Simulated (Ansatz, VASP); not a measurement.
# As: VASP beside Ansatz

Contents of INCAR:

```
ALGO = Normal ; EDIFF = 1E-6
ENCUT = 520 ; GGA = CA
ISIF = 2 ; ISMEAR = -1
LASPH = T ; LCHARG = F
LREAL = F ; LWAVE = F
NBANDS = 18 ; NELM = 60
PREC = Accurate ; SIGMA = 0.1
```

Contents of KPOINTS:

```
k-points
0
Gamma
  14 14 4
```

POSCAR

```
As
1.0
    2.9169839469      0.0000000000      0.0000000000
   -1.4584919734      2.5261822005      0.0000000000
    0.0000000000      0.0000000000      9.8361270019
As
4
Direct
    1.0000000000      1.0000000000      1.0000000000
    1.0000000000      0.0000000000      0.5000000000
    0.3333333333      0.6666666667      0.2500000000
    0.6666666667      0.3333333333      0.7500000000
```

Input for Ansatz:

```yaml
crystal:
  lattice:
    - [2.9169839469, 0.0, 0.0]
    - [-1.4584919734, 2.5261822005, 0.0]
    - [0.0, 0.0, 9.8361270019]
  atoms:
    - { symbol: As, position: [1.0, 1.0, 1.0] }
    - { symbol: As, position: [1.0, 0.0, 0.5] }
    - { symbol: As, position: [0.3333333333, 0.6666666667, 0.25] }
    - { symbol: As, position: [0.6666666667, 0.3333333333, 0.75] }
hamiltonian:
  xc: lda
  pseudopotentials:
    kind: paw
    azcp:
      As: "pseudopotentials/As.paw.azcp"
basis:
  ecutwfc: 420
  fft_grid_basis: typed
kpoints:
  mp_grid: { grid: [14, 14, 4], shift: [0, 0, 0] }
magnetization:
  spin_polarized: false
scf:
  occupations: { method: fermi_dirac, width: 0.1 }
  lower_state_search: "off"
output:
  stress: true
```

Alike in both runs: task single point; functional LDA; k mesh 14 × 14 × 4; occupations fermi-dirac, width 0.1 eV; no spin polarisation.

|  | VASP | Ansatz |
| --- | --- | --- |
| version | VASP 6.6.1 | Ansatz 0.2.0 |
| potentials or method | VASP PAW LDA potentials, release 64 (As) | plane waves (420 eV) with PAW, scalar-relativistic |
| plane-wave cutoff (eV) | 520 | 420 |
| valence electrons in the cell | 20 | 60 |

```csv
,VASP,Ansatz,Ansatz less VASP
pressure (GPa),0.1,-0.2,-0.29
largest component of the traceless stress (GPa),0.67,0.69,+0.014
```

The two sets of potentials don't hold the same shells in valence. Ansatz warned: «pseudo_functional_mismatch».
